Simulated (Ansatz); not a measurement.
AlSb (zinc blende) is sheared across one {111} plane, shuffle cut: the third cell vector gains the shift, so faults repeat every 10.8 Å. The cut lies between planes 2.70 Å apart; the cell height is held.

```yaml
crystal:
  lattice:
    - [4.40210, 0.00000, 0.00000]
    - [2.20105, 3.81233, 0.00000]
    - [0.00000, 0.00000, 10.78289]
  atoms:
    - { symbol: Sb, position: [0.66667, 0.66667, 0.87500] }
    - { symbol: Sb, position: [0.33333, 0.33333, 0.20833] }
    - { symbol: Sb, position: [0.00000, 0.00000, 0.54167] }
    - { symbol: Al, position: [0.00000, 0.00000, 0.79167] }
    - { symbol: Al, position: [0.66667, 0.66667, 0.12500] }
    - { symbol: Al, position: [0.33333, 0.33333, 0.45833] }
```

In-plane vectors a = (4.402, 0.000) Å, b = (2.201, 3.812) Å, area 16.78 Å². The shift is s times the vector a + b (length 7.625 Å), so s = 1 restores the start. Atoms relax along the normal only. γ = [E(shift) − E(0)] / area.

All values below come from PBE (plane waves to 420 eV, PAW, scalar-relativistic; Ansatz, an electronic-structure program). k mesh 10×10×4 (Γ-centred), Fermi-Dirac smearing 0.05 eV. E is the zero-smearing estimate. As the smearing reaches across the gap at some points, the k mesh leaves noise in γ, roughly 0.02 J/m² as judged from a few cases. Faults lie only 10.8 Å apart, and holding the cell height raises γ above its relaxed value. AlSb was relaxed with its symmetry unable to fall. Spin-orbit coupling is left out, though Sb is heavy. The zero of γ is zero shift. The last digit holds for this mesh only.

| s | γ (J/m²) |
|---|---|
| 0.000 | 0.00 |
| 0.083 | 0.11 |
| 0.167 | 0.46 |
| 0.250 | 0.97 |
| 0.333 | 1.24 |
| 0.417 | 1.06 |
| 0.500 | 0.85 |
| 0.583 | 0.83 |
| 0.667 | 0.89 |
| 0.750 | 0.74 |
| 0.833 | 0.39 |
| 0.917 | 0.10 |

### Question
Does γ have a local minimum between the ends of the line, and at which s?

### Answer
s = 0.583.

### Question
Which barrier is met on the easier way from s = 0 (or 1) to s = 0.583?

### Answer
0.89 J/m².

### Question
By a periodic cubic spline through the points, what shear stress does the steepest rise of γ from s = 0 correspond to?

### Answer
8.4 GPa. A slope of 1 mJ/m² per Å is 0.01 GPa.

(The slope of γ gives the shear force per area between the displaced halves; near zero shift its curvature is an elastic stiffness.)
